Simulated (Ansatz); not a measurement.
# Stack of TiGe2N4 under honeycomb AsN, shifted by a third of the diagonal in a perpendicular field

Wanted: the out-of-plane response of the stack of TiGe2N4 under honeycomb AsN, shifted by a third of the diagonal. A positive field points along +c.

Method: plane-wave DFT, PBE-D3(BJ), Ansatz PAW, in Ansatz 0.2.0.

Report form: the programs' logs are mostly left out.

**1. Set-up**

The cell holds 9 atoms: 5 N, 2 Ge, 1 Ti and 1 As. Its edges and angles: a = 3.000 Å, b = 3.000 Å, c = 53.972 Å, α = 90.0°, β = 90.0°, γ = 120.0°. Regions: layer 1: TiGe2N4, 7 atoms (4 N, 2 Ge and 1 Ti); layer 2: honeycomb AsN, 2 atoms (1 N and 1 As). Vacuum lies along c.

As a file:

```xyz
9
Lattice="3.0000 0.0000 0.0000 -1.5000 2.5981 0.0000 0.0000 0.0000 53.9724" Properties=species:S:1:pos:R:3
N     0.0000    0.0000   21.2500
Ge    0.0000    1.7321   21.8378
N     0.0000    1.7321   23.6778
Ti    0.0000    0.0000   24.9012
N     0.0000    1.7321   26.1246
Ge    0.0000    1.7321   27.9646
N     0.0000    0.0000   28.5524
N     0.0000    0.0000   31.7524
As    1.5000    0.8660   32.7224
```

**2. Relaxation**

The starting cell is a guess, so the in-plane lattice and the atoms are relaxed first, with the slab cut off from its images along the normal.

input.yaml reads:

```yaml
crystal:
  lattice:
    - [3.0, 0.0, 0.0]
    - [-1.5, 2.5980762114, 0.0]
    - [0.0, 0.0, 53.9723765642]
  atoms:
    - { symbol: "N", position: [0.0, 0.0, 0.393719924] }
    - { symbol: Ge, position: [0.3333333333, 0.6666666667, 0.4046100156] }
    - { symbol: "N", position: [0.3333333333, 0.6666666667, 0.4387015291] }
    - { symbol: Ti, position: [0.0, 0.0, 0.4613691275] }
    - { symbol: "N", position: [0.3333333333, 0.6666666667, 0.4840367259] }
    - { symbol: Ge, position: [0.3333333333, 0.6666666667, 0.5181282393] }
    - { symbol: "N", position: [0.0, 0.0, 0.5290183309] }
    - { symbol: "N", position: [0.0, 0.0, 0.5883079194] }
    - { symbol: As, position: [0.6666666667, 0.3333333333, 0.606280076] }
  periodic: [true, true, false]
kpoints:
  mp_grid: { grid: [12, 12, 1] }
hamiltonian:
  xc: pbe
  dispersion: d3bj
scf:
  occupations: { method: fermi_dirac, width: 0.05 }
  convergence: { dr2_threshold: 1.0e-09 }
relax:
  f_tol: 0.004
  max_steps: 90
  cell: {}
output:
  write_potential: true
  write_density: true
  volumetric_format: npy
```

Started as:

```sh
$ ansatz run input.yaml --threads 4 --pin off --max-ram 6144MiB --backend cpu --events-out ev --progress --plain --runs-dir out
```

Wall time 1.8 min (4 threads of Arm Neoverse V2, shared host); peak memory 1.1 GiB; 7.1 min of CPU time.

Relaxation path:

```csv
step,energy less that of the first step (eV),largest force component (eV/Å),volume (Å³)
1,0.0000,2.0931,420.67
2,-0.1283,0.4350,429.84
3,-0.1800,0.1721,426.28
4,-0.1836,0.0469,425.96
5,-0.1836,0.0111,426.26
6,-0.1836,0.0028,426.29
7*,-0.1879,0.0025,426.29
8,-0.1878,0.0020,426.43
9*,-0.1879,0.0020,426.43
```

Relaxation steps marked * repeat the geometry before them on a plane-wave basis chosen anew for their cell, so energy and pressure can jump there.

The run keeps the 6 symmetry operations that it works with, so distortions that break them were not tested.

| cell as run | before | after | change |
| --- | --- | --- | --- |
| a (Å) | 3.000 | 3.020 | +0.7 % |
| b (Å) | 3.000 | 3.020 | +0.7 % |

The atoms that moved most (Å, along periodic axes as changes of fractional coordinates times the final cell, across vacuum about the mean position):

```
atom     dx     dy      dz  length
  N5  0.000  0.000  -0.088   0.088
  N8  0.000  0.000   0.066   0.066
  N3  0.000  0.000   0.062   0.062
 Ge6  0.000  0.000  -0.053   0.053
 As9  0.000  0.000   0.030   0.030
 Ge2  0.000  0.000   0.026   0.026
  N1  0.000  0.000  -0.018   0.018
 Ti4  0.000  0.000  -0.013   0.013
```

Final coordinates:

```cif
data_structure
_symmetry_space_group_name_H-M 'P 1'
_symmetry_Int_Tables_number 1
_cell_length_a 3.0204
_cell_length_b 3.0204
_cell_length_c 53.9724
_cell_angle_alpha 90.000
_cell_angle_beta 90.000
_cell_angle_gamma 120.000
_cell_volume 426.43
loop_
_atom_site_label
_atom_site_type_symbol
_atom_site_fract_x
_atom_site_fract_y
_atom_site_fract_z
_atom_site_occupancy
N1 N 0.00000 0.00000 0.39339 1
Ge2 Ge 0.33333 0.66667 0.40509 1
N3 N 0.33333 0.66667 0.43984 1
Ti4 Ti 0.00000 0.00000 0.46113 1
N5 N 0.33333 0.66667 0.48240 1
Ge6 Ge 0.33333 0.66667 0.51714 1
N7 N 0.00000 0.00000 0.52880 1
N8 N 0.00000 0.00000 0.58953 1
As9 As 0.66667 0.33333 0.60683 1
```

The lattice constant a goes from 3.000 to 3.020 Å.

**3. Atoms held, field 0**

A sawtooth potential applies the field, turning back in the middle of the vacuum. With the dipole correction the typed value is the field outside the slab. The induced dipole is small, so the SCF threshold is tight.

The cell differs from the one that the last finished run ended in (c 53.972 → 29.520 Å).

input.yaml reads:

```yaml
crystal:
  lattice:
    - [3.0204425667, 0.0, 0.0]
    - [-1.5102212834, 2.6157799935, 0.0]
    - [0.0, 0.0, 29.5197637116]
  atoms:
    - { symbol: "N", position: [0.0, 0.0, 0.3048804892] }
    - { symbol: Ge, position: [0.3333333333, 0.6666666667, 0.3262704611] }
    - { symbol: "N", position: [0.3333333333, 0.6666666667, 0.3898081509] }
    - { symbol: Ti, position: [0.0, 0.0, 0.4287209478] }
    - { symbol: "N", position: [0.3333333333, 0.6666666667, 0.4676203788] }
    - { symbol: Ge, position: [0.3333333333, 0.6666666667, 0.5311361703] }
    - { symbol: "N", position: [0.0, 0.0, 0.5524506293] }
    - { symbol: "N", position: [0.0, 0.0, 0.6634860548] }
    - { symbol: As, position: [0.6666666667, 0.3333333333, 0.6951195108] }
kpoints:
  mp_grid: { grid: [18, 18, 1] }
  band_path:
    path: [[0, 0, 0], [0.5, 0, 0], [0.33333333, 0.33333333, 0], [0, 0, 0]]
    npoints: 16
hamiltonian:
  xc: pbe
  dispersion: d3bj
scf:
  occupations: { method: fermi_dirac, width: 0.05 }
  convergence: { dr2_threshold: 1.0e-10 }
efield:
  axis: 3
  dipole_correction: true
  ramp_position: 0.97
  ramp_width: 0.06
  amplitude: 0
output:
  dos: { projected: true, e_range: [-6, 5] }
  bader: true
  write_potential: true
  write_density: true
  volumetric_format: npy
  elf: true
```

It took 37 s on 4 threads; peak memory 0.89 GiB.

This step gave:

| Item | Value |
| --- | --- |
| dipole along the normal | 0.07711 e·Å |
| gap along the path | 1.246 eV |
| smallest direct gap along the path | 1.749 eV |
| step between the vacuum levels | -1.766 eV |
| ionisation energy, upper face | 5.099 eV |
| electron affinity, upper face | 3.853 eV |
| ionisation energy, lower face | 6.865 eV |
| gap, the smaller of path and mesh | 1.246 eV |

Running mean over a fixed 2.5 Å (it still follows the layers) of the planar mean; the ramp of the sawtooth is left out. The electron's electrostatic potential energy less the Fermi level by z:

```csv
z (Å),electron's electrostatic potential energy less the Fermi level (eV)
4,6.27
5,6.27
6,6.26
7,5.92
8,0.457
9,-6.76
10,-7.96
11,-5.39
12,-7.58
13,-8.62
14,-5.45
15,-7.30
16,-7.77
17,-2.32
18,4.02
19,-1.37
20,-5.84
21,-3.72
22,1.34
23,4.20
24,4.48
25,4.50
26,4.50
```

The density of states has structure finer than the step of the table below, so its rows give means over 0.25 eV, whole bins alone (the curve runs from -6 to 2.63 eV). Peaks (eV: height): -5.200: 10.7, -4.540: 10.7, -4.040: 14.3, -2.310: 10.9, -2.200: 11.1, -1.530: 13.9, 0.700: 12.8.

The density of states by energy, zero at the Fermi level of the run, which the smearing sets inside the gap; means over each step:

```
energy (eV)  density of states (states/eV a cell)
      -5.75                                  4.10
      -5.50                                  5.40
      -5.25                                  4.26
      -5.00                                  3.99
      -4.75                                  3.68
      -4.50                                  6.34
      -4.25                                  5.23
      -4.00                                  8.33
      -3.75                                  3.30
      -3.50                                  3.05
      -3.25                                  3.84
      -3.00                                  3.20
      -2.75                                  3.09
      -2.50                                  4.31
      -2.25                                  8.83
      -2.00                                  5.42
      -1.75                                  6.47
      -1.50                                  7.36
      -1.25                                  6.16
      -1.00                                  2.53
      -0.75                                  1.52
      -0.50                                 0.558
      -0.25                                     0
       0.00                                     0
       0.25                                     0
       0.50                                     0
       0.75                                  5.48
       1.00                                  2.17
       1.25                                  1.54
       1.50                                  1.56
       1.75                                  1.92
       2.00                                  1.43
       2.25                                  1.49
       2.50                                  1.22
```

Projected DOS per atom over height of the atomic layer and energy from the Fermi level. Layers: N Ge N Ti N Ge N N As from below.

Ten even steps from '0' (0.00 states/eV) to '9' (3.19 states/eV), each cell a mean:
```
000100001
000000012
000000022
000100011
000900000
000100000
000000000
000000000
000000000
101010231
304240311
204240211
304240312
102120100
101110100
101110110
201110220
212221321
111111132
101010111
111011132
101011111
```
Columns: height of the atomic layer (Å) from 9 to 20.5 (not evenly spaced); rows upwards: energy from the Fermi level (eV) from -5.96 to 2.59.

The electronic bands at the labelled points (eV, zero at the Fermi level of the run, which the smearing sets inside the gap):

| point | band 37 | band 38 | band 39 | band 40 | band 41 | band 42 | band 43 | band 44 |
| --- | --- | --- | --- | --- | --- | --- | --- | --- |
| Γ | -1.47 | -1.21 | -1.21 | -0.73 | 1.03 | 1.30 | 2.87 | 3.01 |
| halfway | -1.94 | -1.92 | -1.17 | -0.85 | 0.96 | 1.69 | 3.03 | 3.21 |
| M | -2.35 | -1.77 | -1.63 | -1.32 | 0.65 | 0.75 | 3.01 | 3.11 |
| halfway | -2.24 | -2.22 | -1.54 | -1.24 | 0.78 | 1.64 | 2.62 | 3.44 |
| K | -2.72 | -2.48 | -1.50 | -0.94 | 1.04 | 1.70 | 2.19 | 3.76 |
| halfway | -1.87 | -1.62 | -1.18 | -0.94 | 0.81 | 2.53 | 3.18 | 3.31 |
| Γ | -1.47 | -1.21 | -1.21 | -0.73 | 1.03 | 1.30 | 2.87 | 3.01 |

ELF in the ca plane at fractional y = 0.667, with atoms of Ge and N within 0.2 Å of it. It is the smooth field of the valence electrons, not physical close to the nuclei.

Values, 5 rows by 16 columns, each cell a mean:
```
0.00 0.00 0.01 0.15 0.55 0.55 0.14 0.15 0.18 0.15 0.11 0.31 0.62 0.32 0.19 0.68
0.00 0.00 0.00 0.09 0.42 0.45 0.24 0.50 0.20 0.38 0.37 0.30 0.51 0.22 0.12 0.49
0.00 0.00 0.00 0.02 0.17 0.15 0.39 0.67 0.45 0.65 0.66 0.17 0.21 0.07 0.02 0.08
0.00 0.00 0.00 0.01 0.15 0.09 0.40 0.54 0.46 0.57 0.63 0.13 0.17 0.06 0.01 0.04
0.00 0.00 0.00 0.05 0.32 0.36 0.31 0.69 0.30 0.56 0.55 0.27 0.40 0.16 0.07 0.32
```
Columns run along c (16.0 Å, from fractional 0.14 to 0.68 of the cell), rows up along a (3.0 Å). Atoms in or near the plane, at fractional coordinates: Ge at (0.33, 0.33), N at (0.39, 0.33), N at (0.47, 0.33), Ge at (0.53, 0.33).

Electrostatic potential energy in the ca plane at fractional y = 0.667, with atoms of Ge and N within 0.2 Å of it. With pseudopotentials it is smooth inside the atoms' cores, unlike the true potential.

Values in eV, 5 rows by 16 columns, each cell a mean:
```
  8   8   8   8   5   0   3   4 -11  -3   5   1   1   7   8   1
  8   8   8   8   4  -7  -1   2  -5  -1   3  -6  -2   7   8   3
  8   8   8   7   0 -31 -16 -27  -4 -17 -15 -29 -18   6   8   5
  8   8   8   7  -1 -35 -20 -36  -7 -24 -23 -33 -22   5   8   5
  8   8   8   7   3 -15  -6  -3  -3  -3   0 -14  -7   7   8   4
```
Columns run along c (16.0 Å, from fractional 0.14 to 0.68 of the cell; values clipped at the 3rd and 97th percentile), rows up along a (3.0 Å). Atoms in or near the plane, at fractional coordinates: Ge at (0.33, 0.33), N at (0.39, 0.33), N at (0.47, 0.33), Ge at (0.53, 0.33).

Valence density in the ca plane at fractional y = 0.667, with atoms of Ge and N within 0.2 Å of it. It is the smooth field of the valence electrons, not physical close to the nuclei.

Values in e/Å³, 5 rows by 16 columns, each cell a mean:
```
 0  0  0  0  0  0  0  0  0  0  0  0  0  0  0  0
 0  0  0  0  0  0  0  0  1  0  0  0  0  0  0  0
 0  0  0  0  0  0  0  0  9  1  2  0  2  1  8  1
 0  0  0  0  0  0  0  0 16  1  3  1  3  1 16  1
 0  0  0  0  0  0  0  0  1  0  1  0  1  0  1  0
```
Columns run along c (16.0 Å, from fractional 0.04 to 0.59 of the cell), rows up along a (3.0 Å). Atoms in or near the plane, at fractional coordinates: Ge at (0.33, 0.33), N at (0.39, 0.33), N at (0.47, 0.33), Ge at (0.53, 0.33).

The gap is 1.25 eV, with the valence edge 5.10 eV and the conduction edge 3.85 eV under the upper vacuum level.

**4. Atoms held, field 0.1 V/Å**

Changes to input.yaml since step 3:

```diff
@@ -31,6 +31,4 @@
   ramp_width: 0.06
-  amplitude: 0
+  amplitude: 0.1
 output:
-  dos: { projected: true, e_range: [-6, 5] }
-  bader: true
   write_potential: true
@@ -38,2 +36 @@
   volumetric_format: npy
-  elf: true
```

It took 27 s on 4 threads; peak memory 0.85 GiB; 1.8 min of CPU time.

The dipole is 0.128 e·Å, 0.0505 e·Å from its value without field, and the gap 1.224 eV.

**5. Single point, field -0.1 V/Å**

Changes to input.yaml since step 4:

```diff
@@ -31,3 +31,3 @@
   ramp_width: 0.06
-  amplitude: 0.1
+  amplitude: -0.1
 output:
```

Wall time 28 s (4 threads); peak memory 0.85 GiB.

The dipole is 0.0265 e·Å, -0.0506 e·Å from its value without field, and the gap 1.167 eV.

**6. Atoms held, field 0.2 V/Å**

Changes to input.yaml since step 5:

```diff
@@ -31,3 +31,3 @@
   ramp_width: 0.06
-  amplitude: -0.1
+  amplitude: 0.2
 output:
```

The job ended after 26 s (4 threads; peak memory 0.86 GiB).

The dipole is 0.178 e·Å, 0.101 e·Å from its value without field, and the gap 1.180 eV.

**7. Atoms held, field -0.2 V/Å**

Changes to input.yaml since step 6:

```diff
@@ -31,3 +31,3 @@
   ramp_width: 0.06
-  amplitude: 0.2
+  amplitude: -0.2
 output:
```

The job ended after 29 s (4 threads; peak memory 0.86 GiB; 1.9 min of CPU time).

The dipole is -0.0243 e·Å, -0.101 e·Å from its value without field, and the gap 0.993 eV.

**8. Single point, field 0.35 V/Å**

Changes to input.yaml since step 7:

```diff
@@ -31,4 +31,6 @@
   ramp_width: 0.06
-  amplitude: -0.2
+  amplitude: 0.35
 output:
+  dos: { projected: true, e_range: [-6, 5] }
+  bader: true
   write_potential: true
@@ -36 +38,2 @@
   volumetric_format: npy
+  elf: true
```

The job ended after 44 s (4 threads; peak memory 0.88 GiB; 2.9 min of CPU time).

The dipole is 0.254 e·Å, 0.177 e·Å from its value without field, and the gap 1.001 eV.

**9. Response, atoms held**

This step: plane-wave DFT, PBE-D3(BJ), Ansatz PAW; response to a field along the normal, atoms held (Ansatz 0.2.0).

The dipoles give the slope, and the difference of two potentials shows where the field is screened.

Numbers from this step:

```yaml
equivalent_conductor_thickness_p_eps_0ae: 11.58 Å
distance_between_the_outer_atoms: 11.52 Å
```

Dipole of the cell against applied field:

| applied field (V/Å) | dipole of the cell (e·Å) |
| --- | --- |
| -0.200 | -0.0243 |
| -0.100 | 0.0265 |
| 0.000 | 0.0771 |
| 0.100 | 0.128 |
| 0.200 | 0.178 |
| 0.350 | 0.254 |

Local field over the applied field, running mean. From the potentials at -0.1 and 0.1 V/Å; running mean over 2.5 Å. Local field over applied field against z:

```csv
z (Å),local field over applied field
5,0.999
6,0.984
7,0.875
8,0.574
9,0.260
10,0.132
11,0.102
12,0.0637
13,0.0489
14,0.0917
15,0.115
16,0.185
17,0.398
18,0.543
19,0.384
20,0.144
21,0.202
22,0.524
23,0.840
24,0.970
25,0.996
```

(Part 1 of 2 ends here.)

[Logs are printed without paths, hosts, clocks, repeated set-up lines and the standing remarks that a program may print on its own settings, such as how far it seeks lower states.]

[Hosts, paths, dates, database ids (printed as entryN), source tags and the programs' standing remarks are cut or masked in the printed files.]

[Maps of the electrostatic potential energy from Ansatz leave out the sawtooth potential of an applied field or a dipole correction, so their vacuum need not be flat; planar profiles and work functions include it.]

[The density of states shown here was stored with 400 of the rows of the run's finer table, so its peaks can read low, often by over a quarter, or be missed, and its means over a window can be off by a tenth or more.]
